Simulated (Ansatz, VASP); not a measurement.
# Two plane-wave programs on Al

```
Al
1.0
    -1.61751    1.61751    1.61751
     1.61751   -1.61751    1.61751
     3.23502    3.23502    0.00000
Al
2
Direct
  0.97150 0.97150 0.00000
  0.52850 0.52850 0.50000
```

Change from the starting cell: mode 1 frozen in at +0.000 Å and mode 5 at -0.092 Å (largest displacements).

Alike in both runs: task single point; functional PBE; k mesh 20 × 20 × 12; occupations gaussian, width 0.15 eV; no spin polarisation.

|  | VASP | Ansatz |
| --- | --- | --- |
| version | VASP 6.6.1 | Ansatz 0.2.0 |
| potentials or method | VASP PAW PBE potentials, release 64 (Al) | scalar-relativistic, plane waves, PAW |
| plane-wave cutoff (eV) | 520 | 420 |
| valence electrons in the cell | 6 | 6 |

Ansatz gave:

* gap on the k mesh at the Fermi level (eV): none
* pressure (GPa): 0.5
* largest component of the traceless stress (GPa): 0.52
* rms of the force components (eV/Å): 0.209

Q: Which values does VASP return?

A: gap on the k mesh at the Fermi level (eV): none; pressure (GPa): 0.5; largest component of the traceless stress (GPa): 0.52; rms of the force components (eV/Å): 0.208.

Atom by atom the forces differ by 0.000 eV/Å (rms over components). A gap of «none» marks a metal or a gap that the smearing closes. The functional is the same, so the differences come from potentials, cutoffs and numerics.
